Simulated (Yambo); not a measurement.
# BP (F-43m) in Yambo: a series of runs, part 2 of 3

Yambo 5.3.0. Earlier steps stand in the parts before.

## (3) Optical spectrum, PBEsol

optics1.in

```
optics
chi
Chimod= "HARTREE"
% BndsRnXd
 1 | 29 |
%
NGsBlkXd= 3 Ry
% LongDrXd
 1 | 0 | 0 |
%
% QpntsRXd
 1 | 1 |
%
% EnRngeXd
 0 | 20 | eV
%
% DmRngeXd
 0.1 | 0.1 | eV
%
ETStpsXd= 200
```

scf.in

```
&CONTROL
  calculation = 'scf'
  prefix = 'pwscf'
  outdir = './tmp'
  pseudo_dir = './pseudo'
/
&SYSTEM
  ibrav = 0
  nat = 2
  ntyp = 2
  ecutwfc = 76
  nbnd = 9
  occupations = 'smearing'
  smearing = 'fd'
  degauss = 0.00367493
  force_symmorphic = .true.
/
&ELECTRONS
  conv_thr = 4d-10
  electron_maxstep = 120
  mixing_beta = 0.5
/
ATOMIC_SPECIES
P     30.9738 P.upf
B     10.8100 B.upf
CELL_PARAMETERS angstrom
   0.0000000000    2.2690000000    2.2690000000
   2.2690000000    0.0000000000    2.2690000000
   2.2690000000    2.2690000000    0.0000000000
ATOMIC_POSITIONS crystal
P      0.7500000000    0.7500000000    0.7500000000
B      0.0000000000    0.0000000000    0.0000000000
K_POINTS automatic
10 10 10 0 0 0
```

nscf.in

```
&CONTROL
  calculation = 'nscf'
  prefix = 'pwscf'
  outdir = './tmp'
  pseudo_dir = './pseudo'
/
&SYSTEM
  ibrav = 0
  nat = 2
  ntyp = 2
  ecutwfc = 76
  nbnd = 124
  occupations = 'fixed'
  force_symmorphic = .true.
/
&ELECTRONS
  conv_thr = 1d-08
  diago_full_acc = .true.
  diago_thr_init = 1d-06
/
ATOMIC_SPECIES
P     30.9738 P.upf
B     10.8100 B.upf
CELL_PARAMETERS angstrom
   0.0000000000    2.2690000000    2.2690000000
   2.2690000000    0.0000000000    2.2690000000
   2.2690000000    2.2690000000    0.0000000000
ATOMIC_POSITIONS crystal
P      0.7500000000    0.7500000000    0.7500000000
B      0.0000000000    0.0000000000    0.0000000000
K_POINTS automatic
6 6 6 0 0 0
```

Potentials or basis: PseudoDojo 0.4.1 SR PBEsol standard.

Command:

```console
$ OMP_NUM_THREADS=1 pw.x -in scf.in > scf.out
$ OMP_NUM_THREADS=1 pw.x -in nscf.in > nscf.out
$ cd tmp/pwscf.save; p2y; mv SAVE ../..; cd ../..
$ OMP_NUM_THREADS=1 yambo
$ OMP_NUM_THREADS=1 yambo -F optics1.in -J optics1 -C optics1_out
```

Yambo's report:

```text
[... sections 02.01 to 02.04 as in the set-up run ...]

  [02.05] Energies & Occupations
  ==============================

  [X] === General ===
  [X] Electronic Temperature                        :  0.000000  0.000000 [eV K]
  [X] Bosonic    Temperature                        :  0.000000  0.000000 [eV K]
  [X] Finite Temperature mode                       : no
  [X] El. density                                   :  0.34242E+24 [cm-3]
  [X] Fermi Level                                   :  9.205582 [eV]

  [X] === Gaps and Widths ===
  [X] Conduction Band Min                           :  1.234385 [eV]
  [X] Valence Band Max                              :  0.000000 [eV]
  [X] Filled Bands                                  :   4
  [X] Empty Bands                                   :    5  124
  [X] Direct Gap                                    :  3.359984 [eV]
  [X] Direct Gap localized at k                     :  1
  [X] Indirect Gap                                  :  1.234385 [eV]
  [X] Indirect Gap between kpts                     :   1  13
  [X] Last valence band width                       :  5.232945 [eV]
  [X] 1st conduction band width                     :  3.344817 [eV]

 [03] Transferred momenta grid and indexing
[... 28 lines left out ...]
 ============

  [04.01] Setup: observables and procedures
  =========================================

  [WF-Oscillators/G space/Transverse up loader] Normalization (few states)  min/max  :  0.91553E-16   1.0000

  [WR./optics1//ndb.dipoles]------------------------------------------------------
   Brillouin Zone Q/K grids (IBZ/BZ)                :   16  216   16  216
   RL vectors                                       :  2421 [WF]
   Fragmentation                                    : yes
   Electronic Temperature                           :  0.000000 [K]
   Bosonic    Temperature                           :  0.000000 [K]
   DIP band range                                   :   1  29
   DIP band range limits                            :   4   5
   DIP e/h energy range                             : -1.000000 -1.000000 [eV]
   RL vectors in the sum                            :  2421
   [r,Vnl] included                                 : yes
   Bands ordered                                    : yes
   Direct v evaluation                              : no
   Approach used                                    : G-space v
   Dipoles computed                                 : R V P [G-space]
   Wavefunctions                                    : Perdew, Burke & Ernzerhof SOL(X)+Perdew, Burke & Ernzerhof SOL(C)

  [WARNING] [r,Vnl^pseudo] included in position and velocity dipoles.

  [WARNING] In case H contains other non local terms, these are neglected

 [05] Optics
 ===========

 [X-CG] R(p) Tot o/o(of R):   1245  21600    100
```

o-optics1.eps_q1_inv_rpa_dyson:

```text
# Absorption @ Q(1):   1.00000000      0.00000000      0.00000000    [q->0 direction]
#
# [ X ] Hartree size                              :  27
# [GEN] GF Energies                               : Perdew, Burke & Ernzerhof SOL(X)+Perdew, Burke & Ernzerhof SOL(C)
# [GEN] Green`s Function                          : T-ordered
#
# [GEN] Gauge                                     : Length
# [GEN] [r,Vnl] included                          : yes
#
#    E[1] [eV]          Im(eps)            Re(eps)            Im(eps_o)          Re(eps_o)
#
        0.000000           0.159982           10.30891           0.177313           10.97129
        0.100503           0.160167           10.31200           0.177517           10.97469
        0.201005           0.160723           10.32131           0.178132           10.98488
        0.301508           0.161655           10.33688           0.179162           11.00193
        0.402010           0.162973           10.35878           0.180620           11.02592
        0.502513           0.164689           10.38714           0.182517           11.05697
[... 192 lines left out ...]
        19.89950           0.371145          -0.202874           0.307154          -0.236954
        20.00000           0.387762          -0.284557           0.309603          -0.315557
#
```

It took 20 s on 1 thread of AMD EPYC 9R45 (Zen 5), shared host; peak memory 0.29 GiB.

Results:

```yaml
Band_gap_on_the_k_mesh_mean-field_level: 1.23 eV, indirect (least direct gap 3.36 eV)
Electronic_dielectric_constant_along_the_field: 10.31
Electronic_dielectric_constant_along_the_field_independent_particles: 10.97
```

Dielectric function (along the field direction of the input):
```tsv
energy (eV)	real part	imaginary part
0.30	10.34	0.16
0.90	10.57	0.18
1.61	11.20	0.22
2.31	12.47	0.33
3.02	15.61	1.00
3.62	14.79	1.99
4.32	17.96	4.68
5.03	19.32	12.93
5.73	-2.36	53.41
6.33	-12.82	14.94
7.04	-7.35	3.46
7.74	-4.12	4.93
8.44	1.30	4.88
9.05	-0.70	7.52
9.75	-2.77	9.10
10.45	-6.49	4.45
11.16	-2.42	1.05
11.76	-3.90	1.73
12.46	-1.68	1.50
13.17	-1.58	0.85
13.87	-1.78	0.98
14.47	-0.87	1.02
15.18	-1.23	0.88
15.88	-0.29	0.86
16.58	-0.48	0.48
17.19	-0.37	0.73
17.89	-0.65	0.51
18.59	-0.23	0.55
19.30	-0.57	0.49
20.00	-0.28	0.39
```

Caveat: this k mesh misses the band edges, so its gaps are larger than the crystal's; spectra need much finer meshes, so this one isn't converged; these spectra lack excitons.

## (4) Optical spectrum by the Bethe-Salpeter equation, PBEsol

bse2.in

```
optics
bse
bss
rim_cut
em1s
RandQpts= 1000000
RandGvec= 50 RL
Chimod= "HARTREE"
% BndsRnXs
 1 | 29 |
%
NGsBlkXs= 5 Ry
% LongDrXs
 1 | 0 | 0 |
%
BSKmod= "SEX"
BSEmod= "retarded"
BSSmod= "d"
% BSEQptR
 1 | 1 |
%
% BSEBands
 3 | 6 |
%
BSENGexx= 20 Ry
BSENGBlk= 5 Ry
% BEnRange
 0 | 20 | eV
%
% BDmRange
 0.1 | 0.1 | eV
%
BEnSteps= 200
% BLongDir
 1 | 0 | 0 |
%
BSEprop= "abs"
WRbsWF
% KfnQP_E
 0.91 | 1.0 | 1.0 |
%
```

scf.in is that of step 3.

nscf.in is that of step 3.

Potentials or basis: PseudoDojo 0.4.1 SR PBEsol standard.

Command:

```console
$ OMP_NUM_THREADS=1 pw.x -in scf.in > scf.out
$ OMP_NUM_THREADS=1 pw.x -in nscf.in > nscf.out
$ cd tmp/pwscf.save; p2y; mv SAVE ../..; cd ../..
$ OMP_NUM_THREADS=1 yambo
$ mkdir -p bse2; ln -s $PWD/g0w00/ndb.RIM bse2/
$ OMP_NUM_THREADS=1 yambo -F bse2.in -J bse2 -C bse2_out
$ OMP_NUM_THREADS=1 ypp -J bse2 -C bse2_out -e s -b 1
```

Yambo's report:

```text
[... sections 02.01 to 02.04 as in the set-up run ...]

  [02.05] Energies & Occupations
  ==============================

  [X] === General ===
  [X] Electronic Temperature                        :  0.000000  0.000000 [eV K]
  [X] Bosonic    Temperature                        :  0.000000  0.000000 [eV K]
  [X] Finite Temperature mode                       : no
  [X] El. density                                   :  0.34242E+24 [cm-3]
  [X] Fermi Level                                   :  9.205582 [eV]

  [X] === Gaps and Widths ===
  [X] Conduction Band Min                           :  1.234385 [eV]
  [X] Valence Band Max                              :  0.000000 [eV]
  [X] Filled Bands                                  :   4
  [X] Empty Bands                                   :    5  124
  [X] Direct Gap                                    :  3.359984 [eV]
  [X] Direct Gap localized at k                     :  1
  [X] Indirect Gap                                  :  1.234385 [eV]
  [X] Indirect Gap between kpts                     :   1  13
[... 300 lines left out ...]
    [K] Exchange                                     : yes [res]
    [K] Correlation                                  : yes [res]
    [K] Kernel`s coupling                            : no
    [K] Exchange                                     : no [cpl]
    [K] Correlation                                  : no [cpl]
    [K] W interaction is bare                        : no
    [K] ALDA kernel in R-space                       : no
    [K] RL vectors                                   :  283 [exchange]
    [K] RL vectors                                   :   51 [correlation]
    [K] E/h energy range                             : -1.000000 -1.000000 [eV]
    [K] Coupling range                               :  100.0000  100.0000 [o/o]
    [W] Interaction is diagonal                      : no
    [W] Matrix size                                  :   51
    [W] Bands                                        :   1  29
    [W] e/h energy range                             : -1.000000 -1.000000 [eV]
    [W] Poles                                        :  100.0000 [o/o]
    [W] RL vectors in the sum                        :  2421
    [W] [r,Vnl] included                             : yes
    [W] Field direction                              :  0.100000E-4   0.00000      0.00000
    [W] Coulomb Cutoff                               : none
    [W] Hxc Kernel                                   : HARTREE
    [RIM] RL components                              :   51 [col]
    [RIM] Random points                              :  1000000 [col]
    [SOC] Perturbative SOC                           : no
    [K] Kernel long-range exchange                   : BAR
    [BSS] Eigenstates included                       : yes
    [BSS] Field direction                            :  0.100000E-4   0.00000      0.00000
    [BSS] Eigenstates computed                       :   864
    [BSS] Number of BSE matrices                     :  1
```

o-bse2.eps_q1_diago_bse:

```text
# Absorption @ Q(1):   1.00000000      0.00000000      0.00000000    [q->0 direction]
#
[... 52 lines left out ...]
#
        0.000000           0.000000           8.758363           0.000000           8.018684
        0.100503           0.004661           8.760701           0.003458           8.020420
        0.201005           0.009340           8.767725           0.006927           8.025631
        0.301508           0.014056           8.779463           0.010419           8.034336
        0.402010           0.018827           8.795960           0.013944           8.046562
        0.502513           0.023674           8.817282           0.017516           8.062350
[... 192 lines left out ...]
        19.89950           0.009618           0.163675           0.011201           0.052606
        20.00000           0.009445           0.173253           0.010991           0.063755
#
```

Wall time 36 s (1 thread of AMD EPYC 9R45 (Zen 5), shared host); peak memory 0.29 GiB.

Results:

- Band gap on the k mesh, mean-field level: 1.23 eV, indirect (least direct gap 3.36 eV)
- Exciton binding energy: 0.21 eV
- Lowest exciton energy: 4.06 eV
- Lowest bright exciton energy: 4.06 eV

Dielectric function (along the field direction of the input):
| energy (eV) | real part | imaginary part |
| --- | --- | --- |
| 0.30 | 8.78 | 0.01 |
| 1.31 | 9.18 | 0.07 |
| 2.31 | 10.26 | 0.16 |
| 3.32 | 12.81 | 0.40 |
| 4.42 | 21.17 | 2.47 |
| 5.43 | 19.79 | 31.67 |
| 6.43 | -23.85 | 17.78 |
| 7.54 | -8.98 | 3.41 |
| 8.54 | -4.33 | 2.07 |
| 9.55 | -4.05 | 3.55 |
| 10.65 | -5.09 | 2.33 |
| 11.66 | -2.72 | 0.21 |
| 12.66 | -1.74 | 0.08 |
| 13.77 | -1.10 | 0.04 |
| 14.77 | -0.71 | 0.03 |
| 15.78 | -0.47 | 0.03 |
| 16.88 | -0.23 | 0.02 |
| 17.89 | -0.07 | 0.01 |
| 18.89 | 0.06 | 0.01 |
| 20.00 | 0.17 | 0.01 |

Lowest exciton energies (eV): 4.06, 4.07, 4.07, 4.07, 4.81, 4.81, 4.81, 4.81

Excitons:
```csv
energy (eV),strength (relative to the strongest)
4.064,0.017
4.065,0.0048
4.069,0.0099
4.073,0.00041
4.811,0.024
4.811,0.2
4.812,0.026
4.814,0.0017
4.815,0.011
4.815,0.0074
4.823,1.5e-07
4.824,4.2e-05
```

Caveat: this k mesh misses the band edges, so its gaps are larger than the crystal's; the scissor is the correction of the direct gap in an earlier G0W0 run on the same states; exciton energies and binding change strongly with the k mesh and aren't converged on this one; spectra need much finer meshes, so this one isn't converged.

[end of part 2 of 3]
